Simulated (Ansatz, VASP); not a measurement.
One calculation of BN, two programs

```
B N
1.0
     2.49364    0.00158   -0.22368
    -1.23815    2.16454    0.22364
    -0.94129   -0.90128    3.48518
B N
1 1
Direct
  0.99092 0.99136 0.99367
  0.65723 0.32452 0.99313
```

Alike in both runs: functional PBEsol; k mesh 12 × 12 × 12; no spin polarisation.

Ansatz relaxed the structure, and its values are those at the end. VASP's run is a single point on that final structure, the one shown.

```csv
,VASP,Ansatz
version,VASP 6.6.1,Ansatz 0.2.0
potentials or method,"VASP PAW PBE potentials, release 64 (B, N)","scalar-relativistic, plane waves, PAW"
plane-wave cutoff (eV),520,420
occupations,"gaussian, width 0.01 eV",fixed
valence electrons in the cell,8,8
```

|  | VASP | Ansatz | Ansatz less VASP |
| --- | --- | --- | --- |
| gap on the k mesh at the Fermi level (eV) | 4.20 | 4.21 | +0.010 |
| least direct gap on the mesh (eV) | 4.63 | 4.63 | +0.007 |
| pressure (GPa) | 0.5 | 0.2 | -0.29 |

Ansatz warned: «structure_snapped_to_symmetry».

Caveats: the PAW data sets were made with another functional, which shifts forces and pressure a little (VASP); this functional lacks dispersion, which binds the layers, so the pressure and a relaxed spacing across them are unreliable. A k mesh can miss the band edges.
